Seven silicon crystals of the same diamond structure differ only in how far apart their atoms sit. A positive pressure means that the crystal pushes outwards against its cell; a negative one means that it pulls inwards and has to be held open.

Scalar-relativistic PBEsol calculations with Ansatz 0.2.0 (plane waves, PAW, no spin polarization) for diamond-structure silicon at fixed cells and atoms, with a 420 eV cutoff, a 6×6×6 k mesh and 0.1 eV Gaussian smearing. Energies are taken at zero smearing, relative to silicon's standard crystal in the same functional; pressure is positive in compression.

| volume (Å³/atom) | shortest distance (Å) | energy over elements (eV/atom) | pressure (GPa) |
| --- | --- | --- | --- |
| 19.604 | 2.335 | 0.015 | 2.320 |
| 19.981 | 2.350 | 0.012 | 0.420 |
| 20.023 | 2.352 | 0.012 | 0.220 |
| 20.165 | 2.357 | 0.012 | -0.440 |
| 21.821 | 2.420 | 0.051 | -6.580 |
| 22.113 | 2.431 | 0.063 | -7.400 |
| 24.472 | 2.514 | 0.211 | -12.070 |

### Is the crystal in the first row at rest?

No. Each atom sits at the centre of four equal neighbours, so the forces on it cancel by symmetry at any volume. Whether the whole cell wants to grow or shrink is told by the pressure. At 2.32 GPa this crystal is squeezed and would expand if released.

### Where does it come to rest?

The next three rows share the same printed energy, 0.012 eV/atom, yet their pressures differ and change sign. Pressure is minus the slope of energy against volume. Near the bottom of a valley the height hardly changes, while the slope passes steadily through zero, so the pressure finds the bottom far better. A straight line between the third and fourth rows puts it at 20.07 Å³/atom. That figure belongs to this functional and this coarse k mesh; a finer mesh could move it, by an amount not tested here.

### Why is the lowest energy not zero?

The energy is counted from silicon's standard crystal, which has this same structure, so it should come out near zero at rest. The small remainder is a mismatch with the reference, whose cause is untested. A different reference would shift the whole energy column by one constant and leave every pressure as it is. Only differences between rows are therefore used below.

### How stiff is silicon near rest?

For a tiny change of volume, the bottom of the energy valley is very nearly a parabola and the crystal acts as an ideal spring. The three rows near rest give a bulk modulus $B$ of about 94 GPa: one percent more volume calls for roughly 0.9 GPa of tension. If the pressure went on falling in a straight line with volume, the fifth row would pull with 8.2 GPa. It pulls with only 6.58 GPa. The squeezed first row errs the other way and pushes slightly harder than the ideal spring.

### Why does the pull fall behind?

Consider the opposite limit. Atoms moved far apart no longer attract each other, so a pull that grows at first must later fade. Bonding in silicon rests on the overlap of orbitals on neighbouring atoms, which dies away roughly exponentially with distance. The repulsion that balances it at rest is steeper and dies away faster still, and it is this repulsion that makes the bond stiff. A stretched bond should thus resist further stretching less, and a squeezed one should resist further squeezing more. This is an argument from theory, and the table shows the lopsidedness that it predicts.

To turn it into a formula, let $u$ be the fractional stretch of the shortest distance. Each atom owns two bonds, since its four are shared. The work of their pull must equal the work of the tension on the growing volume, and volume grows as the cube of distance; this divides the pull by $(1+u)^2$. With a bond force proportional to $u\,e^{-su}$, where $s$ sets how fast the bond softens, the pressure is

$$P=-\frac{3B\,u}{(1+u)^2}\,e^{-su}.$$

This is the Vinet equation. For small $u$ it returns the ideal spring, because the volume then grows by the fraction $3u$.

### Does it hold for the most stretched crystal?

Here $B$ and $s$ were fitted to the six smaller volumes, giving 94 GPa and 4.8, so the last row is a real test. Its shortest distance is 2.514 Å against 2.354 Å at rest, hence $u=2.514/2.354-1=0.068$. A bond of constant stiffness would pull with $3\times94\times0.068/1.068^2\approx16.8$ GPa. Softening multiplies this by $e^{-4.8\times0.068}\approx0.72$, which leaves about 12.1 GPa.

The calculated tension is 12.07 GPa. The bond of constant stiffness overshoots it by 40 percent, so geometry alone does not explain the weak pull; the bond itself has to soften. "Bond" stands here for everything that holds the crystal together. Since the Vinet equation also fits many metals and salts, its success shows that the pull softens, but not by which mechanism. The same formula, summed over volume, also gives the energy rise from rest to the last row, $0.211-0.012=0.199$ eV/atom, although energies took no part in the fit. This confirms that energy and pressure fit together within the calculation, and the output below sets the three pictures side by side.

### What would happen on stretching further?

Between the last two rows the bulk modulus is down to about 46 GPa, half its value at rest. The tension still grows, but ever more reluctantly, and it must pass a greatest value somewhere beyond the table. The formula should not be trusted to locate that point, which lies outside the volumes on which it was fitted and tested; the electrons may also rearrange on the way. Much further out the calculation itself fails: separated silicon atoms carry unpaired electrons, which a calculation without spin cannot describe.

Printed output of the fit:

```
fit of pressure on 6 rows (vol < 23): coefficient of y/(1 - y)**2*exp(s*y) 281.8 +/- 0.12, s 4.825; rms 0.00344, worst 21.821 0.0053, leave-one-out rms 0.00857
  rows outside the fit (model, value, miss): 24.472 -12.13, -12.07, -0.0647
Models, pressure in GPa and energy rise in meV/atom:
     row  P constant modulus  P stiff bond  P softening bond  E computed  E constant modulus  E stiff bond  E softening bond
  19.604                2.18         2.231             2.321       3.282               3.172         3.222             3.276
  19.981              0.4175        0.4194            0.4231       0.088              0.1164        0.1168           0.08462
  20.023              0.2212        0.2218            0.2229           0             0.03268       0.03273                 0
  20.165             -0.4425       -0.4404           -0.4377       0.115              0.1307        0.1303           0.09699
  21.821              -8.182        -7.524            -6.575       38.72                44.7         42.26             38.63
  22.113              -9.547        -8.662            -7.404       51.45               60.86         57.01             51.38
  24.472              -20.57        -16.85            -12.13       198.7               282.6         246.9             199.1
Steps from the row above:
     row  middle volume  bulk modulus GPa  P from energy slope GPa  mean printed P GPa
  19.981          19.79             99.75                    1.357                1.37
  20.023             20             95.25                   0.3357                0.32
  20.165          20.09             93.39                  -0.1298               -0.11
  21.821          20.99             77.84                   -3.735               -3.51
  22.113          21.97             61.69                   -6.984               -6.99
  24.472          23.29             46.11                      -10              -9.735
Rest volume in Å³/atom: 20.07
Bond length at rest in Å: 2.354
Bulk modulus from the three rows near rest in GPa: 93.81
Bulk modulus at rest from the softening-bond fit in GPa: 93.95
Volume of the last row above rest in percent: 21.93
Bond length of the last row above rest in percent: 6.819
Constant modulus, excess tension in the last row in percent: 70.45
Stiff bond, excess tension in the last row in percent: 39.59
Softening bond, excess tension in the last row in percent: 0.5364
Effective pull per bond in the last row in eV/Å: 1.1
Energy spread of the three rows near rest in meV/atom: 0.115
Gap to X, change per percent of volume in meV: 19.86
Fall of the smallest direct gap from first to last row in eV: 1.333
```
